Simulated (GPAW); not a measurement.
# HfN (P6_3/mmc) in GPAW: single point with PBEsol

Aim: the single point of HfN with PBEsol.

All numbers are computed with GPAW 26.7.0; they aren't measurements. Logs are shortened: lines on timing, memory, paths and dates and some standing lists are left out, and cuts for length are marked. The log counts tension as positive stress, the text compression.

### Step 1. The structure

It takes space group P6_3/mmc (No. 194, hexagonal). The conventional cell has a = 3.134 Å, b = 3.134 Å, c = 5.417 Å, α = 90.00°, β = 90.00°, γ = 120.00°. Hf (site symmetry -6m2) has 6 N at 2.26 Å as nearest neighbours. Around N (site symmetry -3m) lie 6 Hf at 2.26 Å.

The cell comes from a database or a generator and needn't be the stable form of this composition.

### Step 2. Single point, PBEsol

Contents of run.py:

```python
from ase import Atoms
from ase.dft.bandgap import bandgap
from ase.io import write
from ase.units import GPa
from gpaw import GPAW, PW, setup_paths

setup_paths.insert(0, '.')

atoms = Atoms(['Hf', 'Hf', 'N', 'N'],
              cell=[[3.1339080219, 0.0, 0.0],
                    [-1.566954011, 2.7140439601, 0.0],
                    [0.0, 0.0, 5.41676772]],
              scaled_positions=[[0.3333333333, 0.6666666667, 0.25],
                                [0.6666666667, 0.3333333333, 0.75],
                                [0.0, 0.0, 0.5],
                                [0.0, 0.0, 0.0]],
              pbc=True)

calc = GPAW(mode=PW(600),
            xc='PBEsol',
            kpts={'size': (8, 8, 4), 'gamma': True},
            occupations={'name': 'fermi-dirac', 'width': 0.05},
            nbands=33,
            maxiter=120,
            txt='gpaw.txt')
atoms.calc = calc
energy = atoms.get_potential_energy()
forces = atoms.get_forces()
stress = atoms.get_stress()
calc.write('gs.gpw')
write('result.traj', atoms)
print(f'Energy: {energy:.6f} eV')
print('Forces (eV/A):')
print(forces.round(4))
print('Stress (GPa):', (stress / GPa).round(3))
print('Fermi level:', round(calc.get_fermi_level(), 4), 'eV')
print(f'Gap: {bandgap(calc)[0]:.4f} eV, direct: {bandgap(calc, direct=True)[0]:.4f} eV')
```

Potentials or basis: PAW data sets generated in the run's folder for this functional, pw.

Started as:

```
$ gpaw-setup -f PBEsol Hf N
$ OMP_NUM_THREADS=1 python run.py
```

gpaw.txt:

```text
__  _  _
 | _ |_)|_||  |
 |__||  | ||/\| - 26.7.0

Input parameters:
  mode=PW(ecut=600.0),
  kpts=MonkhorstPack(size=(8, 8, 4), gamma=True),
  maxiter=120,
  nbands=33,
  occupations=Occupations(name='fermi-dirac', width=0.05),
  xc=XC(name='PBEsol')

Diagonalizing LCAO Hamiltonian
Converting LCAO to pw mode

            Hf

       N Hf

       N

Atoms  # Å, Bohr magnetons
|   | symbol |         x |        y |        z |    initial magnetic moments |
|---|--------|-----------|----------|----------|-----------------------------|
| 0 |     Hf | -0.000000 | 1.809363 | 1.354192 | ( 0.0000,  0.0000,  0.0000) |
| 1 |     Hf |  1.566954 | 0.904681 | 4.062576 | ( 0.0000,  0.0000,  0.0000) |
| 2 |      N |  0.000000 | 0.000000 | 2.708384 | ( 0.0000,  0.0000,  0.0000) |
| 3 |      N |  0.000000 | 0.000000 | 0.000000 | ( 0.0000,  0.0000,  0.0000) |

Unit cell  # Å
| periodic |         x |        y |        z |  lengths |     angles |
|----------|-----------|----------|----------|----------|------------|
|      yes |  3.133908 | 0.000000 | 0.000000 | 3.133908 |  90.000000 |
|      yes | -1.566954 | 2.714044 | 0.000000 | 3.133908 |  90.000000 |
|      yes |  0.000000 | 0.000000 | 5.416768 | 5.416768 | 120.000000 |

Number of symmetries: 12
Symmetry operations  # r_c * U_cc + t_c -> r_c
|    | kind |            matrix            |
|----|------|------------------------------|
|  0 |  σ   |  1, 1, 0,  0,-1, 0,  0, 0, 1 |
|  1 |  S6  |  1, 1, 0, -1, 0, 0,  0, 0,-1 |
|  2 |  E   |  1, 0, 0,  0, 1, 0,  0, 0, 1 |
|  3 |  C2  |  1, 0, 0, -1,-1, 0,  0, 0,-1 |
|  4 |  C2  |  0, 1, 0,  1, 0, 0,  0, 0,-1 |
|  5 |  C3  |  0, 1, 0, -1,-1, 0,  0, 0, 1 |
|  6 |  S6  |  0,-1, 0,  1, 1, 0,  0, 0,-1 |
|  7 |  σ   |  0,-1, 0, -1, 0, 0,  0, 0, 1 |
|  8 |  σ   | -1, 0, 0,  1, 1, 0,  0, 0, 1 |
|  9 |  i   | -1, 0, 0,  0,-1, 0,  0, 0,-1 |
| 10 |  C3  | -1,-1, 0,  1, 0, 0,  0, 0, 1 |
| 11 |  C2  | -1,-1, 0,  0, 1, 0,  0, 0,-1 |

BZ-sampling:
  Number of BZ points: 256
  Number of IBZ points: 35

  Monkhorst-Pack size: [8, 8, 4]
  Monkhorst-Pack shift: [0.0625, 0.0625, 0.125]

K-points  # in reciprocal-cell coordinates
|     |                                coordinates |     weight |
|-----|--------------------------------------------|------------|
|   0 | (  0.00000000,   0.00000000,   0.00000000) | 0.00390625 |
|   1 | (  0.00000000,   0.00000000,   0.25000000) | 0.00781250 |
|   2 | (  0.00000000,   0.00000000,   0.50000000) | 0.00390625 |
|   3 | (  0.12500000,   0.00000000,  -0.25000000) | 0.02343750 |
|   4 | (  0.12500000,   0.00000000,   0.00000000) | 0.02343750 |
|   5 | (  0.12500000,   0.00000000,   0.25000000) | 0.02343750 |
|   6 | (  0.12500000,   0.00000000,   0.50000000) | 0.02343750 |
|   7 | (  0.25000000,  -0.12500000,   0.00000000) | 0.02343750 |
|   8 | (  0.25000000,  -0.12500000,   0.25000000) | 0.04687500 |
|   9 | (  0.25000000,  -0.12500000,   0.50000000) | 0.02343750 |
| ... |                                            |            |
|  34 | (  0.50000000,   0.50000000,   0.50000000) | 0.01171875 |

Plane wave coefficients: 1581
Cutoff: 600.0 eV

Spin-components: 1 (collinear spins)
Bands:           33
Projectors:      22
Spin-degeneracy: 2
Datatype:        complex128

Parallelization:
  kpt:    1
  domain: 1
  band:   1

Density:
  Valence electrons: 34.0
  Components: 1
  Grid points: [18 18 32]
  Charge: 0.0  # |e|

Potential:
  Grid points: [18 18 32]

species:
  Hf:
    name:    Hafnium
    Z:       72.0
    valence: 12
    core:    60
    charge:  0.0  # [|e|]
    compensation charges:
      type: gauss
      rc: 0.41  # [Å]
      lmax: 2
    cutoffs:
      filter: 2.36  # [Å]
      core: 4.02  # [Å]
    projectors
    | kind |    occ | energy [eV] | rcut [Å] |
    |------|--------|-------------|----------|
    |   5s |  2.000 |     -66.855 |    1.397 |
    |   6s |  2.000 |      -5.120 |    1.397 |
    |   5p |  6.000 |     -35.615 |    1.307 |
    |   6p |  0.000 |      -1.375 |    1.307 |
    |   5d |  2.000 |      -2.724 |    1.334 |
    |    d |        |      24.487 |    1.334 |

    Using partial waves for Hf as LCAO basis

  N:
    name:    Nitrogen
    Z:       7.0
    valence: 5
    core:    2
    charge:  0.0  # [|e|]
    compensation charges:
      type: gauss
      rc: 0.18  # [Å]
      lmax: 2
    cutoffs:
      filter: 1.11  # [Å]
      core: 0.96  # [Å]
    projectors
    | kind |    occ | energy [eV] | rcut [Å] |
    |------|--------|-------------|----------|
    |   2s |  2.000 |     -18.455 |    0.603 |
    |   2p |  3.000 |      -7.035 |    0.529 |
    |    s |        |       8.756 |    0.603 |
    |    p |        |      20.177 |    0.529 |
    |    d |        |       0.000 |    0.577 |

    Using partial waves for N as LCAO basis

Reference energy: -822476.690814  # eV

eigensolver:
  PPCG
  Converge bands: occupied
  niter=2

density mixing:
  MSR1-Mixer
  Pratt-step length: 0.05
  Maximum mixing coefficient: 0.75
  Old densities: 10
  SVD Regularization: 0.005
  Good broyden scale: 1.0
  Trust region scale: 1.0
  Backstep threshold: 4.0
  History deletion threshold: 6.0
  Fourier metric: weight=20.0, sigma=0.015

occupation numbers:
  Fermi-Dirac:
    width: 0.0500  # eV

poisson solver:
  ecut: 4800.0  # eV

xc functional:
  name: PBEsol with 2 nearest neighbor stencil

convergence criteria:
- Maximum [total energy] change in last 3 cyles: 0.0005 eV / valence electron
- Maximum integral of absolute [dens]ity change: 0.0001 electrons / valence electron
- Maximum integral of absolute [eigenst]ate change: 4e-08 eV^2 / valence electron
maximum number of iterations: 120

SCF iterations
|iter     | |      energy | eigst |  dens |
|---------|-|-------------|-------|-------|
|iter:   1| |  -43.934122 | -0.08 |       |
|iter:   2| |  -42.922939 | -2.12 | -0.92 |
|iter:   3| |  -40.543275 | -1.26 | -0.98 |
|iter:   4| |  -40.551576 | -2.87 | -1.65 |
|iter:   5| |  -40.564772 | -3.13 | -1.87 |
|iter:   6| |  -40.564759c| -4.68 | -2.89 |
|iter:   7| |  -40.564722c| -4.91 | -3.22 |
|iter:   8| |  -40.564663c| -5.67 | -3.40 |
|iter:   9| |  -40.564663c| -7.61c| -4.11c|

Converged in 9 steps
Energy contributions relative to reference atoms: (reference = -822476.690814)

Energy contributions:
  Kinetic:          37.228185
  Coulomb:         -37.502195
  Zero:             -0.726910
  External:          0.000000
  Xc:              -39.554506
  Entropy:          -0.018476
  Spinorbit:         0.000000
  ----------------------------
  Free energy:     -40.573901
  Extrapolated:    -40.564663

dipole moment: (-7.785338, -13.484601, -13.456500)  # |e|*Ang

Fermi level: 13.128
Eigenvalues  # (at kpt = [0.000, 0.000, 0.000])
| band index |      eig [eV] | occ [0-2] |
|------------|---------------|-----------|
|          0 |       -48.836 |     2.000 |
|        ... |               |           |
|          9 |        -0.833 |     2.000 |
|         10 |         4.672 |     2.000 |
|         11 |         8.570 |     2.000 |
|         12 |         8.570 |     2.000 |
|         13 |         9.739 |     2.000 |
|         14 |         9.739 |     2.000 |
[... 8 lines left out ...]
|         23 |        18.916 |     0.000 |
|         24 |        18.916 |     0.000 |
|        ... |               |           |
|         32 |        40.366 |     0.000 |

No gap
No difference between direct/indirect transitions

Forces  # eV/Ang
|        x |       y |        z |
|----------|---------|----------|
|  0.00000 | 0.00000 |  0.00004 |  # Hf   0
| -0.00000 | 0.00000 | -0.00004 |  # Hf   1
| -0.00000 | 0.00000 |  0.00000 |  # N    2
|  0.00000 | 0.00000 |  0.00000 |  # N    3

Stress tensor  # eV/Ang^3
|        x |         y |         z |
|----------|-----------|-----------|
| 0.045525 |  0.000000 |  0.000000 |
| 0.000000 |  0.045525 | -0.000000 |
| 0.000000 | -0.000000 |  0.047624 |

# Writing to gs.gpw (mode='')
```

Wall time 18 s (1 thread of AMD EPYC 9R45 (Zen 5), shared host); peak memory 0.19 GiB.

Results:

| Property | Result |
| --- | --- |
| Free energy | -40.5739 eV |
| Pressure | -7.4 GPa |
| Band gap on the k mesh | none (metal or under the smearing width) |

Stress tensor (GPa, compression positive):
```
-7.29  0.00  0.00
 0.00 -7.29  0.00
 0.00  0.00 -7.63
```

Caveat: the cutoff is short for stress and forces, so pressures can be off by a GPa or more. The run has no spin-orbit coupling, so splittings on Hf are missing.
